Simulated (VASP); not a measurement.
Se, 4 atoms in the cell. The structure is orthorhombic, space group P2_12_12 (No. 18). The conventional cell has a = 4.868 Å, b = 7.909 Å, c = 2.740 Å, α = 90.00°, β = 90.00°, γ = 90.00°. Se (site symmetry 1) has 1 Se at 2.31 Å as nearest neighbours. This isn't the form of Se at room conditions, which is trigonal, of chains.

| Item | Value |
| --- | --- |
| Program | VASP 6.6.1 |
| Task | single point |
| Functional | PBEsol |
| Potentials or basis | VASP PAW PBE potentials, release 64 (Se) |
| Cutoff | 520 eV |
| k mesh | 4 × 2 × 6 |
| Occupations | gaussian, width 0.1 eV |
| Spin | no spin polarisation |
| Dipole correction | no |
| Further INCAR settings | ALGO = Fast; EDIFF = 1e-07; NBANDS = 20 |

Potentials or basis: VASP PAW PBE potentials, release 64 (Se).

Launch:

```console
$ cat potpaw_PBE.64/Se/POTCAR > POTCAR
$ mpirun -np 1 vasp_std > vasp.out
```

Hardware: 1 thread of AMD EPYC 9R45 (Zen 5) (shared host).

Question: How long does it take, and how much memory?

Answer: Wall time 29 s on 1 thread of AMD EPYC 9R45 (Zen 5), with other jobs on the host, peak memory 0.17 GiB. Counts: scf iterations 14, k points 24.
